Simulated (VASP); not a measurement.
# Ba (P6/mmm) in VASP: further runs

Runs on Ba. Level: LDA. Tasks: single point.

Everything below comes from runs of VASP 6.6.1. Logs are shortened: lines on timing, memory, paths and dates and some standing lists are left out, and cuts for length are marked.

### Step 1. The crystal as given

The structure is hexagonal, space group P6/mmm (No. 191). The conventional cell has a = 4.312 Å, b = 4.312 Å, c = 3.913 Å, α = 90.00°, β = 90.00°, γ = 120.00°. Around Ba (site symmetry 6/mmm) lie 8 Ba at 3.91 to 4.31 Å.

This isn't the form of Ba at room conditions, which is bcc.

### Step 2. Single point, LDA

Contents of INCAR:

```
SYSTEM = Ba
ADDGRID = .False.
ALGO = Normal
EDIFF = 1E-6
ENCUT = 350
GGA = CA
ISIF = 2
ISMEAR = -1
LASPH = .True.
LCHARG = .False.
LREAL = .False.
LWAVE = .False.
NBANDS = 11
NELM = 100
PREC = Accurate
SIGMA = 0.2
```

Contents of KPOINTS:

```
k-points
0
Gamma
  2 2 2
  0 0 0
```

Contents of POSCAR:

```
Ba
1.0
    4.3404360000      0.0427450000      0.0778240000
   -2.1332000000      3.6827230000     -0.0419260000
    0.0706370000     -0.0031590000      3.9204320000
Ba
1
Direct
    0.0107920000      0.0146870000     -0.0229320000
```

Potentials or basis: VASP PAW LDA potentials, release 64 (Ba_sv).

Launch:

```bash
$ cat potpaw_LDA.64/Ba_sv/POTCAR > POTCAR
$ mpirun -np 1 vasp_std > vasp.out
```

OUTCAR:

```text
SYSTEM = Ba
   EDIFF = 1E-6
   ENCUT = 350
   GGA = CA
   ISIF = 2
   ISMEAR = -1
   LASPH = .True.
   LREAL = .False.
   NELM = 100
   PREC = Accurate

 Found      8 irreducible k-points:

 Following reciprocal coordinates:
            Coordinates               Weight
  0.000000  0.000000  0.000000      1.000000
  0.500000 -0.000000  0.000000      1.000000
 -0.000000  0.500000  0.000000      1.000000
  0.500000  0.500000 -0.000000      1.000000
  0.000000 -0.000000  0.500000      1.000000
  0.500000 -0.000000  0.500000      1.000000
   k-points           NKPTS =      8   k-points in BZ     NKDIM =      8   number of bands    NBANDS=     11
   number of dos      NEDOS =    301   number of ions     NIONS =      1
   total plane-waves  NPLWV =  18816
   dimension x,y,z NGX =    28 NGY =   28 NGZ =   24
   dimension x,y,z NGXF=    56 NGYF=   56 NGZF=   48
   ions per type =               1
   NGX,Y,Z   is equivalent  to a cutoff of  10.72, 10.94, 10.18 a.u.
   NGXF,Y,Z  is equivalent  to a cutoff of  21.44, 21.87, 20.35 a.u.
 SYSTEM =  Ba
   PREC   = accura    normal or accurate (medium, high low for compatibility)
   ISTART =      0    job   : 0-new  1-cont  2-samecut
   ICHARG =      2    charge: 1-file 2-atom 10-const
   ISPIN  =      1    spin polarized calculation?
   LNONCOLLINEAR =      F non collinear calculations
   LSORBIT =      F    spin-orbit coupling
   LASPH  =      T    aspherical Exc in radial PAW
   ENCUT  =  350.0 eV  25.72 Ry    5.07 a.u.   6.62  6.49  5.98*2*pi/ulx,y,z
   NELM   =    100;   NELMIN=  2; NELMDL= -5     # of ELM steps
   EDIFF  = 0.1E-05   stopping-criterion for ELM
   LREAL  =      F    real-space projection
   EDIFFG = 0.1E-04   stopping-criterion for IOM
   NSW    =      0    number of steps for IOM
   IBRION =     -1    ionic relax: 0-MD 1-quasi-New 2-CG
   NFREE  =      0    steps in history (QN), initial steepest desc. (CG)
   ISIF   =      2    stress and relaxation
   ISYM   =      2    0-nonsym 1-usesym 2-fastsym
   POTIM  = 0.5000    time-step for ionic-motion
   TEBEG  =    0.0;   TEEND  =   0.0 temperature during run
   PSTRESS=    0.0 pullay stress
   NELECT =      10.0000    total number of electrons
   NUPDOWN=      -1.0000    fix difference up-down
   EMIN   =  10.00;   EMAX   =-10.00  energy-range for DOS
   EFERMI =   0.00;   METHOD = LEGACY
   ISMEAR =    -1;   SIGMA  =   0.20  broadening in eV -4-tet -1-fermi 0-gaus
   EFERMI_NEDOS =   21; number of points for ismear=-14 and -15
   IALGO  =     38    algorithm
   IMIX   =      4    mixing-type and parameters
     AMIX     =   0.40;   BMIX     =  1.00
     AMIX_MAG =   1.60;   BMIX_MAG =  1.00
  volume/ion in A,a.u.               =      63.00       425.17
  Fermi-wavevector in a.u.,A,eV,Ry     =   0.886379  1.675014 10.689661  0.785668
  Thomas-Fermi vector in A             =   2.007537
   LORBIT       =      0    0 simple, 1 ext, 2 COOP (PROOUT), +10 PAW based schemes
   GGA     = CA    functional components
   LHFCALC =     F    Hartree Fock is set to
   AEXX    =    0.0000 exact exchange contribution
   IVDW    =     0    specifies the selected vdW correction
   LEPSILON=     F    determine dielectric tensor
   LRPA    =     F    only Hartree local field effects (RPA)
 non-spin polarized calculation
  energy-cutoff  :      350.00
  volume of cell :       63.00
 maximum number of plane-waves:       956
 NGX is ok and might be reduce to    28
   NGX = 13   NGY = 13   NGZ = 11

 number of electron      10.0000001 magnetization

 Free energy of the ion-electron system (eV)
  ---------------------------------------------------
  ext. energy  EPLUGINS =         0.00000000
  ---------------------------------------------------
  free energy    TOTEN  =        -2.72970597 eV

  energy without entropy =       -2.57270568  energy(sigma->0) =       -2.65120583

 E-fermi :   1.1476     XC(G=0):  -7.5704

 val. band max:        0.6557148094   @ k =  -0.0000   0.5000   0.5000
 cond. band min:       1.5269499560   @ k =   0.0000   0.0000   0.0000
 fundamental gap:      0.8712351467
 Fermi energy:         1.1476382416

 k-point     1 :       0.0000    0.0000    0.0000
  band No.  band energies     occupation
      1     -27.4604      2.00000
      2     -12.4086      2.00000
      3     -12.3838      2.00000
      4     -12.3064      2.00000
      5      -1.2514      1.99999
      6       1.5269      0.26100
      7       3.0339      0.00016
      8       3.3033      0.00004
      9       6.2916      0.00000
     10       6.3672      0.00000
     11       7.5843      0.00000

 k-point     2 :       0.5000   -0.0000    0.0000
  band No.  band energies     occupation
      1     -27.4203      2.00000
      2     -12.8946      2.00000
      3     -12.4895      2.00000
      4     -12.2564      2.00000
      5       0.4876      1.92886
      6       1.7942      0.07592
      7       2.4424      0.00308
      8       4.4147      0.00000
      9       5.9754      0.00000
     10       6.2566      0.00000
     11       7.3471      0.00000

 k-point     3 :      -0.0000    0.5000    0.0000
  band No.  band energies     occupation
      1     -27.4149      2.00000
      2     -12.9090      2.00000
      3     -12.5284      2.00000
      4     -12.2501      2.00000
      5       0.5144      1.91908
      6       1.8190      0.06734
      7       2.5541      0.00176
      8       4.3931      0.00000
      9       5.8507      0.00000
     10       6.2942      0.00000
     11       7.5333      0.00000

 k-point     4 :       0.5000    0.5000   -0.0000
  band No.  band energies     occupation
      1     -27.4155      2.00000
      2     -12.9075      2.00000
      3     -12.5237      2.00000
      4     -12.2512      2.00000
      5       0.5121      1.91998
      6       1.8081      0.07100
      7       2.5421      0.00187
      8       4.4040      0.00000
      9       5.8818      0.00000
     10       6.2808      0.00000
     11       7.4995      0.00000

 k-point     5 :       0.0000   -0.0000    0.5000
  band No.  band energies     occupation
      1     -27.3942      2.00000
      2     -13.0821      2.00000
      3     -12.3328      2.00000
      4     -12.3088      2.00000
      5       0.6414      1.85259
      6       2.2303      0.00887
      7       3.6068      0.00001
      8       3.8571      0.00000
      9       4.0232      0.00000
     10       4.1152      0.00000
     11       8.5740      0.00000

 k-point     6 :       0.5000   -0.0000    0.5000
  band No.  band energies     occupation
      1     -27.3559      2.00000
      2     -12.9941      2.00000
      3     -12.7807      2.00000
      4     -12.4079      2.00000
      5       0.6427      1.85168
      6       1.7043      0.11648
      7       3.3852      0.00003
      8       4.7650      0.00000
      9       5.1270      0.00000
     10       6.5426      0.00000
     11       7.3122      0.00000

 [... further k-points ...]

------------------------ aborting loop because EDIFF is reached ----------------------------------------

  FORCE on cell =-STRESS in cart. coord.  units (eV):
  Direction    XX          YY          ZZ          XY          YZ          ZX
  --------------------------------------------------------------------------------------
  -------------------------------------------------------------------------------------
  Total       -2.1446407     -2.0648372     -1.3648610     -0.0549237     -0.0035855      0.0722114
  in kB      -54.5379932    -52.5086003    -34.7082764     -1.3967050     -0.0911790      1.8363289
  external PRESSURE =     -47.2516233 kB  Pullay stress =       0.0000000 kB

 VOLUME and BASIS-vectors are now :
 -----------------------------------------------------------------------------
  energy-cutoff  :      350.00
  volume of cell :       63.00
      direct lattice vectors                 reciprocal lattice vectors
     4.340436000  0.042745000  0.077824000     0.229156949  0.132692299 -0.004021951
    -2.133200000  3.682723000 -0.041926000    -0.002663728  0.269998278  0.000265553
     0.070637000 -0.003159000  3.920432000    -0.004577452  0.000253366  0.255156610

 POSITION                                       TOTAL-FORCE (eV/Angst)
 -----------------------------------------------------------------------------------
      0.08453      0.05146      3.83075         0.000000     -0.000000      0.000000
 -----------------------------------------------------------------------------------
    total drift:                                0.000000     -0.000000      0.000006

  FREE ENERGIE OF THE ION-ELECTRON SYSTEM (eV)
  ---------------------------------------------------
  free  energy   TOTEN  =        -2.7297059737 eV

  energy  without entropy=       -2.5727056781  energy(sigma->0) =       -2.65120583
```

Wall time 1.6 s (1 thread of Intel Xeon 6975P-C (Granite Rapids), shared host); peak memory 0.12 GiB.

The run converged, but some of its settings lie outside the range that counts as converged, so its numbers aren't taken as properties of the crystal.

What came out:

```
Free energy : -2.7297 eV
Pressure    : -4.7 GPa
```

Caveat: the k mesh is coarse (spacing up to 0.85 Å⁻¹), so the values aren't converged; the mesh shows a gap though the element is a metal.

### Step 3. Single point, LDA

Edit INCAR of step 2 so:

```diff
@@ -4,3 +4,3 @@
 EDIFF = 1E-6
-ENCUT = 350
+ENCUT = 450
 GGA = CA
```

KPOINTS is that of step 2.

Contents of POSCAR:

```
Ba
1.0
    4.3116136979      0.0000000000      0.0000000000
   -2.1558068490      3.7339669937      0.0000000000
    0.0000000000      0.0000000000      3.9134133000
Ba
1
Direct
    0.0000000000      0.0000000000      0.0000000000
```

Potentials or basis: VASP PAW LDA potentials, release 64 (Ba_sv).

Launch:

```bash
$ cat potpaw_LDA.64/Ba_sv/POTCAR > POTCAR
$ mpirun -np 1 vasp_std > vasp.out
```

It took 1.5 s on 1 thread of Intel Xeon 6975P-C (Granite Rapids), shared host; peak memory 0.14 GiB.

These settings aren't checked as converged: the numbers below hold their error.

Results:

```yaml
Free_energy: -2.7278 eV
Pressure: -4.7 GPa
```

Caveat: the k mesh is coarse (spacing up to 0.84 Å⁻¹), so the values aren't converged; the mesh shows a gap though the element is a metal.

(Continued in part 2 of 2.)
